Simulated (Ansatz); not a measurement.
## AlNi3 under changes of volume

One of the cells (10.932 Å³/atom); the others are scaled copies at fixed shape and fractional positions:

```xyz
4
Lattice="3.5231 0.0000 0.0000 0.0000 3.5231 0.0000 0.0000 0.0000 3.5231" Properties=species:S:1:pos:R:3 pbc="T T T"
Ni    1.7615    1.7615    0.0000
Ni    1.7615    0.0000    1.7615
Ni    0.0000    1.7615    1.7615
Al    0.0000    0.0000    0.0000
```

The cell is a database's computed one.

| Property | Result |
| --- | --- |
| Program | Ansatz 0.2.0 |
| Functional | LDA |
| Potentials or basis | all-electron LAPW, scalar-relativistic |
| Cutoff | 287 eV (chosen from the basis error) |
| Basis error allowed | 0.002 eV/atom |
| k mesh | 8 × 8 × 8 |
| Occupations | fermi-dirac, width 0.05 eV |
| Spin | collinear spin, ferromagnetic start |
| Starting moments | [1.0, 1.0, 1.0, 0.0] μB |

```csv
volume (Å³/atom),energy over the lowest point (meV/atom),pressure (GPa),moment (μB per cell)
10.276,?,?,?
10.495,0.00,0.9,0.42
10.713,1.90,-3.6,0.46
10.932,9.52,-7.5,0.50
11.151,22.22,-11.0,0.53
11.369,39.45,-14.2,0.56
11.588,60.70,-16.9,0.58
```

Problem. What does the run at 10.276 Å³/atom give?

Solution. Energy over the lowest point 4.52 meV/atom; pressure 5.8 GPa; moment 0.36 μB per cell.

Worked out: A Birch-Murnaghan fit of order 3 (a polynomial in V^(-2/3)) to the other rows has its minimum at 10.54 Å³/atom with B0 = V·E''(V) = 222 GPa and B' = 4.7. It gives 4.55 meV/atom at 10.276 Å³/atom, against the run's 4.52, and -dE/dV = 5.9 GPa, against 5.8. A parabola through the other rows of the moment, of slope 0.228 μB per Å³/atom there, extrapolates to 0.37 μB, against the run's 0.36.

Energies are extrapolated to zero smearing.
